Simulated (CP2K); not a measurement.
**Al in CP2K: convergence with rel cutoff ry**

The system is Al.

```
Al
1.0
     2.72029    0.00000    0.00000
     0.03270    2.71331    0.00000
    -0.02430    0.00638    2.73171
Al
1
Direct
  0.00063 0.00320 0.00425
```

The cell isn't the ideal one: cell strained at random at fixed volume.

```yaml
Program: CP2K 2026.2
Task: single point
Functional: PBE
Potentials_or_basis: all electrons (GAPW); pob-DZVP-rev2 basis
Density_cutoff: 6803 eV
k_mesh: 8 × 8 × 7
Occupations: fermi-dirac, width 0.1 eV
Spin: no spin polarisation
```

These are the settings of the first run; the series varies rel cutoff ry, with any setting tied to it.

Hardware: 1 thread of Arm Neoverse V1, on a shared host.

| rel cutoff ry | energy less the tightest run, at zero smearing (meV/atom) | SCF cycles | CPU time (s) | peak memory (GiB) |
| --- | --- | --- | --- | --- |
| 20 | -0.32 | 14 | 9.4 | 0.2 |
| 30 | -0.01 | 14 | 9.5 | 0.2 |
| 40 | 0.00 | 14 | 10 | 0.2 |
| 50 | 0.00 | 14 | 11 | 0.2 |
| 60 | 0.00 | 14 | 12 | 0.2 |
| 80 | 0.00 | 14 | 15 | 0.2 |
| 100 | 0.00 | 14 | 15 | 0.2 |

Against the tightest run, the energy stays within 1 meV/atom from 20 on. The tightest run that finished is the yardstick and may itself not be fully converged.

Caveat, for the tightest run too: the basis of atomic orbitals isn't converged, which shifts pressures, moduli and gaps.
